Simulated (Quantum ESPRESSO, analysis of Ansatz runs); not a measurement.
# A hop of O in HfO2 (P2_1/c), charge +2 (Quantum ESPRESSO), part 3 of 3

How high is the barrier when O changes place in HfO2 (P2_1/c)? The case: V_O hop (2.6 Å), charge +2, in a cell of 48 host atoms with 1 O taken out.

Quantum ESPRESSO 7.5; Quantum ESPRESSO plane-wave DFT, PBEsol, GBRV 1.5 PBEsol potentials; nudged elastic band between two relaxed defect structures at fixed charge in a uniform background.

So far: The starting structure; Relaxation of the start point, charge +2; Relaxation of the end point, charge +2.

### Step 4. Nudged elastic band, charge +2

3 movable images are laid between the ends by interpolation. Each image feels the true force across the path and a spring force along it. The highest image is set to climb to the top of the path.

This step: Quantum ESPRESSO plane-wave DFT, PBEsol, GBRV 1.5 PBEsol potentials; nudged elastic band between two relaxed defect structures at fixed charge in a uniform background.

File neb.in:

```
BEGIN
BEGIN_PATH_INPUT
&PATH
  restart_mode = 'from_scratch'
  string_method = 'neb'
  nstep_path = 45
  ds = 1.5
  opt_scheme = 'broyden'
  num_of_images = 5
  k_max = 0.3
  k_min = 0.2
  CI_scheme = 'auto'
  path_thr = 0.06
/
END_PATH_INPUT
BEGIN_ENGINE_INPUT
&CONTROL
  prefix = 'pwscf'
  outdir = './tmp'
  pseudo_dir = './pseudo'
  disk_io = 'low'
/
&SYSTEM
  ibrav = 0
  nat = 47
  ntyp = 2
  ecutwfc = 36
  ecutrho = 288
  nbnd = 192
  occupations = 'fixed'
  tot_charge = 2
  nosym = .true.
/
&ELECTRONS
  conv_thr = 5d-08
  electron_maxstep = 100
  mixing_beta = 0.5
/
ATOMIC_SPECIES
Hf   178.4900 hf_pbesol_v1.uspp.F.UPF
O     15.9990 o_pbesol_v1.2.uspp.F.UPF
CELL_PARAMETERS angstrom
  -5.9416700219    5.1632183080    5.1583953540
   4.2040263251   -5.1632183080    5.1655566081
   5.9416700219    5.1632183080   -5.1583953540
BEGIN_POSITIONS
FIRST_IMAGE
ATOMIC_POSITIONS crystal
Hf     0.0807521737    0.4883844194    0.8624705305
Hf     0.0854365252    0.9949829373    0.3706547095
Hf     0.5807917646    0.4910151014    0.3495403809
Hf     0.5857391749    0.9934894490    0.8728644770
Hf     0.3756141343    0.2576163827    0.8361578956
Hf     0.3719722140    0.7519797290    0.3347260107
Hf     0.8740000751    0.2578682646    0.3423170179
Hf     0.8948227371    0.7796512624    0.8611107447
Hf     0.4174953274    0.0082024321    0.1344596825
Hf     0.3981719393    0.5135318227    0.6354068162
Hf     0.9172407881    0.0053346738    0.6322105205
Hf     0.9165021978    0.5103724961    0.1370795793
Hf     0.1295045549    0.2502449372    0.1645805190
Hf     0.1198228376    0.7439445752    0.6612678931
Hf     0.6222464078    0.2167836605    0.6581140801
Hf     0.6274047962    0.7472349129    0.1590269352
O      0.3769241129    0.2284992959    0.5951447200
O      0.3611544017    0.7136974387    0.0945030145
O      0.8632651690    0.2128619815    0.0971516957
O      0.8516889918    0.7049101371    0.5990679852
O      0.3831744518    0.0369009659    0.8986066518
O      0.3888885393    0.5312915393    0.4021220795
O      0.8815695677    0.0352918597    0.3974630929
O      0.8516325011    0.5200449488    0.8597146384
O      0.1332261215    0.2865473941    0.4040754247
O      0.1396920340    0.7860773504    0.9067622263
O      0.6383359866    0.2775982787    0.9040975120
O      0.6375495421    0.7829166863    0.3984463524
O      0.1161644060    0.4675790526    0.1028089677
O      0.1198066061    0.9642659465    0.6010461585
O      0.6191129051    0.9673549692    0.1023618714
O      0.3412797556    0.2126181703    0.1910956125
O      0.3339417567    0.7145172369    0.6928693989
O      0.8400969136    0.2037228560    0.6906147848
O      0.8386730206    0.7126828241    0.1837820482
O      0.4793513445    0.0373775289    0.3793908587
O      0.4756636120    0.5419711904    0.8781513988
O      0.9900716532    0.0502439217    0.8839282883
O      0.9725717073    0.5413049651    0.3766534511
O      0.1634796066    0.2905675319    0.8064023350
O      0.1628204288    0.7912750022    0.3105291788
O      0.6644274452    0.2933624019    0.3270975095
O      0.6553937227    0.7610895353    0.7876813785
O      0.0244433532    0.4607796254    0.6229861526
O      0.0307501712    0.9704655742    0.1311075033
O      0.5250634743    0.4587113577    0.1160799688
O      0.5226483188    0.9474816203    0.6222744259
INTERMEDIATE_IMAGE
ATOMIC_POSITIONS crystal
Hf     0.0825286266    0.4904700406    0.8641625416
Hf     0.0784819473    0.9878420795    0.3639891086
[... 45 atom lines left out ...]
INTERMEDIATE_IMAGE
ATOMIC_POSITIONS crystal
Hf     0.0843050794    0.4925556618    0.8658545527
Hf     0.0715273694    0.9807012216    0.3573235077
[... 45 atom lines left out ...]
INTERMEDIATE_IMAGE
ATOMIC_POSITIONS crystal
Hf     0.0860815323    0.4946412830    0.8675465638
Hf     0.0645727914    0.9735603637    0.3506579067
[... 45 atom lines left out ...]
LAST_IMAGE
ATOMIC_POSITIONS crystal
Hf     0.0878579852    0.4967269042    0.8692385749
Hf     0.0576182135    0.9664195058    0.3439923058
[... 2 atom lines left out ...]
Hf     0.3773169705    0.2629213059    0.8637162964
[... 4 atom lines left out ...]
Hf     0.4191082380    0.5297740342    0.6343851596
[... 4 atom lines left out ...]
Hf     0.6413307342    0.2408640995    0.6605204787
[... 1 atom line left out ...]
O      0.6062621202    0.4543498718    0.6025941148
[... 4 atom lines left out ...]
O      0.3788046469    0.5361338521    0.3959998440
[... 1 atom line left out ...]
O      0.8842267871    0.5331565529    0.8953288853
O      0.1606299644    0.2698997380    0.4187013149
[... 1 atom line left out ...]
O      0.6295443842    0.2819934565    0.8935304852
[... 8 atom lines left out ...]
O      0.4718884584    0.0439822790    0.3794703065
O      0.4745296437    0.5115765900    0.8556000950
[... 5 atom lines left out ...]
O      0.6659404314    0.8008513323    0.8062880246
[... 3 atom lines left out ...]
O      0.5163130233    0.9620999241    0.6198704295
END_POSITIONS
K_POINTS gamma
END_ENGINE_INPUT
END
```

The run is started by

```sh
> OMP_NUM_THREADS=1 mpirun -n 4 neb.x -ni 2 -inp neb.in > neb.out
```

What it wrote:

```text
[shortened: banners, details of potentials and solvers, and blank lines are left out]
[banner, memory and clock lines left out]
     path-images division:  nimage    =       2
     initial path length           =  4.7739 bohr
     initial inter-image distance  =  1.1935 bohr
     string_method                 =    neb
     restart_mode                  =    from_scratch
     opt_scheme                    =    broyden
     num_of_images                 =    5
     nstep_path                    =    45
     CI_scheme                     =    auto
     first_last_opt                =    F
     use_freezing                  =    F
     ds                            =    1.5000 a.u.
     k_max                         =    0.3000 a.u.
     k_min                         =    0.2000 a.u.
     path_thr                      =    0.0600 eV / A
     ------------------------------ iteration   1 ------------------------------
     activation energy (->) =   1.748330 eV
     activation energy (<-) =   1.745476 eV
     image        energy (eV)        error (eV/A)        frozen
         1     -48236.2590308            0.021540            T
         2     -48235.2594431            1.358009            F
         3     -48234.5107010            1.928515            F
         4     -48235.3326460            1.143835            F
         5     -48236.2561770            0.025108            T
     climbing image =  3
     path length          =  4.774 bohr
     inter-image distance =  1.193 bohr
     ------------------------------ iteration   2 ------------------------------
     activation energy (->) =   1.406787 eV
     activation energy (<-) =   1.403933 eV
     image        energy (eV)        error (eV/A)        frozen
         1     -48236.2590308            0.021540            T
         2     -48235.3453843            0.574589            F
         3     -48234.8522438            0.745538            F
         4     -48235.4393096            0.556329            F
         5     -48236.2561770            0.025108            T
     climbing image =  3
     path length          =  4.802 bohr
[...]
------------------------------ iteration   3 ------------------------------
     activation energy (->) =   1.311415 eV
     activation energy (<-) =   1.308561 eV
     image        energy (eV)        error (eV/A)        frozen
         1     -48236.2590308            0.021540            T
         2     -48235.3725673            0.388511            F
         3     -48234.9476163            0.596691            F
         4     -48235.4756279            0.348421            F
         5     -48236.2561770            0.025108            T
     climbing image =  3
     path length          =  4.821 bohr
[...]
------------------------------ iteration   4 ------------------------------
     activation energy (->) =   1.234123 eV
     activation energy (<-) =   1.231270 eV
     image        energy (eV)        error (eV/A)        frozen
         1     -48236.2590308            0.021540            T
         2     -48235.4040396            0.365675            F
         3     -48235.0249074            0.571112            F
         4     -48235.5115348            0.239398            F
         5     -48236.2561770            0.025108            T
     climbing image =  3
     path length          =  4.888 bohr
[...]
------------------------------ iteration   5 ------------------------------
     activation energy (->) =   1.208658 eV
     activation energy (<-) =   1.205804 eV
     image        energy (eV)        error (eV/A)        frozen
         1     -48236.2590308            0.021540            T
         2     -48235.4348876            0.231830            F
         3     -48235.0503732            0.301944            F
         4     -48235.5354369            0.203177            F
         5     -48236.2561770            0.025108            T
     climbing image =  3
     path length          =  4.904 bohr
[...]
------------------------------ iteration   6 ------------------------------
     activation energy (->) =   1.172554 eV
     activation energy (<-) =   1.169700 eV
     image        energy (eV)        error (eV/A)        frozen
         1     -48236.2590308            0.021540            T
         2     -48235.4850301            0.207457            F
         3     -48235.0864773            0.453649            F
         4     -48235.5730089            0.181981            F
         5     -48236.2561770            0.025108            T
     climbing image =  3
     path length          =  5.022 bohr
[...]
------------------------------ iteration   7 ------------------------------
     activation energy (->) =   1.160102 eV
     activation energy (<-) =   1.157248 eV
     image        energy (eV)        error (eV/A)        frozen
         1     -48236.2590308            0.021540            T
         2     -48235.5051958            0.169315            F
         3     -48235.0989291            0.152474            F
         4     -48235.5825886            0.171763            F
         5     -48236.2561770            0.025108            T
     climbing image =  3
     path length          =  5.100 bohr
[...]
------------------------------ iteration   8 ------------------------------
     activation energy (->) =   1.156155 eV
     activation energy (<-) =   1.153301 eV
     image        energy (eV)        error (eV/A)        frozen
         1     -48236.2590308            0.021540            T
         2     -48235.5050756            0.077237            F
         3     -48235.1028760            0.101720            F
         4     -48235.5846902            0.086909            F
         5     -48236.2561770            0.025108            T
     climbing image =  3
     path length          =  5.069 bohr
[...]
------------------------------ iteration   9 ------------------------------
     activation energy (->) =   1.152493 eV
     activation energy (<-) =   1.149639 eV
     image        energy (eV)        error (eV/A)        frozen
         1     -48236.2590308            0.021540            T
         2     -48235.5094538            0.067700            F
         3     -48235.1065379            0.087188            F
         4     -48235.5876732            0.074487            F
         5     -48236.2561770            0.025108            T
     climbing image =  3
     path length          =  5.074 bohr
[...]
------------------------------ iteration  10 ------------------------------
     activation energy (->) =   1.143910 eV
     activation energy (<-) =   1.141056 eV
     image        energy (eV)        error (eV/A)        frozen
         1     -48236.2590308            0.021540            T
         2     -48235.5205294            0.077693            F
         3     -48235.1151210            0.123884            F
         4     -48235.5928833            0.081139            F
         5     -48236.2561770            0.025108            T
     climbing image =  3
     path length          =  5.081 bohr
[...]
------------------------------ iteration  11 ------------------------------
     activation energy (->) =   1.141463 eV
     activation energy (<-) =   1.138610 eV
     image        energy (eV)        error (eV/A)        frozen
         1     -48236.2590308            0.021540            T
         2     -48235.5252854            0.093104            F
         3     -48235.1175675            0.108294            F
         4     -48235.5939657            0.080217            F
         5     -48236.2561770            0.025108            T
     climbing image =  3
     path length          =  5.091 bohr
[...]
------------------------------ iteration  12 ------------------------------
     activation energy (->) =   1.140551 eV
     activation energy (<-) =   1.137697 eV
     image        energy (eV)        error (eV/A)        frozen
         1     -48236.2590308            0.021540            T
         2     -48235.5265431            0.077240            F
         3     -48235.1184803            0.084399            F
         4     -48235.5951566            0.070904            F
         5     -48236.2561770            0.025108            T
     climbing image =  3
     path length          =  5.095 bohr
[...]
------------------------------ iteration  13 ------------------------------
     activation energy (->) =   1.133875 eV
     activation energy (<-) =   1.131021 eV
     image        energy (eV)        error (eV/A)        frozen
         1     -48236.2590308            0.021540            T
         2     -48235.5423686            0.080392            F
         3     -48235.1251559            0.117027            F
         4     -48235.5992644            0.068103            F
         5     -48236.2561770            0.025108            T
     climbing image =  3
     path length          =  5.164 bohr
[...]
------------------------------ iteration  14 ------------------------------
     activation energy (->) =   1.131753 eV
     activation energy (<-) =   1.128899 eV
     image        energy (eV)        error (eV/A)        frozen
         1     -48236.2590308            0.021540            T
         2     -48235.5485719            0.056239            F
         3     -48235.1272776            0.065807            F
         4     -48235.6023026            0.052689            F
         5     -48236.2561770            0.025108            T
     climbing image =  3
     path length          =  5.199 bohr
[...]
------------------------------ iteration  15 ------------------------------
     activation energy (->) =   1.131089 eV
     activation energy (<-) =   1.128235 eV
     image        energy (eV)        error (eV/A)        frozen
         1     -48236.2590308            0.021540            T
         2     -48235.5562107            0.053008            F
         3     -48235.1279422            0.047465            F
         4     -48235.6031984            0.079076            F
         5     -48236.2561770            0.025108            T
     climbing image =  3
     path length          =  5.264 bohr
[...]
------------------------------ iteration  16 ------------------------------
     activation energy (->) =   1.130378 eV
     activation energy (<-) =   1.127524 eV
     image        energy (eV)        error (eV/A)        frozen
         1     -48236.2590308            0.021540            T
         2     -48235.5580876            0.041385            F
         3     -48235.1286533            0.040582            F
         4     -48235.6061427            0.044960            F
         5     -48236.2561770            0.025108            T
     climbing image =  3
     path length          =  5.265 bohr
     inter-image distance =  1.316 bohr
     neb: convergence achieved in  16 iterations
```

The job ended after 23 min (4 MPI ranks of Arm Neoverse V2, shared host; peak memory 2.4 GiB).

The path, image by image:

| image | path (Å) | energy (eV) | O17: x, y, z (Å) |
| --- | --- | --- | --- |
| 0 | 0.000 | 0.0000 | 2.257, 3.839, 0.055 |
| 1 | 0.703 | 0.7009 | 2.017, 3.715, 0.609 |
| 2 | 1.283 | 1.1304 | 1.898, 3.699, 1.124 |
| 3 | 1.959 | 0.6529 | 1.846, 3.737, 1.737 |
| 4 | 2.786 | 0.0029 | 1.888, 3.896, 2.366 |

Read from the output:

- barrier forward: 1.130 eV
- barrier backward: 1.128 eV
- end less start: 0.002854 eV
- hop length: 2.341 Å

The band met its tolerance of 0.06 eV/Å after 16 iterations, with image 2 on top (the start counts as 0). O17, which moves farthest between the ends, has 4 Hf at 2.19 to 2.22 Å nearest at the start and 2 Hf at 1.98 Å at the top.

### Step 5. Summary of results

- barrier forward: 1.13 eV
- barrier backward: 1.13 eV
- end less start: 0.00 eV
- hop length: 2.34 Å
- band iterations, as the log counts them: 16

In words: The top of the band lies 1.13 eV above the start and 1.13 eV above the end. In the end relaxations the farther half of the atoms moved by 0.10 Å r.m.s. or more, so the host itself may distort at this sampling, and part of the barrier may belong to that. At the top O17 stands 1.98 Å from its nearest Hf, 0.21 Å closer than at the start. The order of the top as a saddle was not checked for all atoms, so a bent path could be lower. No image-charge correction is applied; it largely cancels along a path if the charge stays localised alike. Limits: sampling at the zone centre alone can move energies of charged and open-shell states by tenths of an eV or more in cells of this size; periodic copies of the defect are only 8.4 Å apart; spin–orbit coupling, which can matter with heavy atoms, is left out. The cutoff of 36 Ry is under the 40 Ry advised for these potentials.

[Logs are printed without paths, hosts, clocks, repeated set-up lines and the standing remarks that a program may print on its own settings, such as how far it seeks lower states.]

[Hosts, paths, dates, database ids (printed as entryN), source tags and the programs' standing remarks are cut or masked in the printed files.]
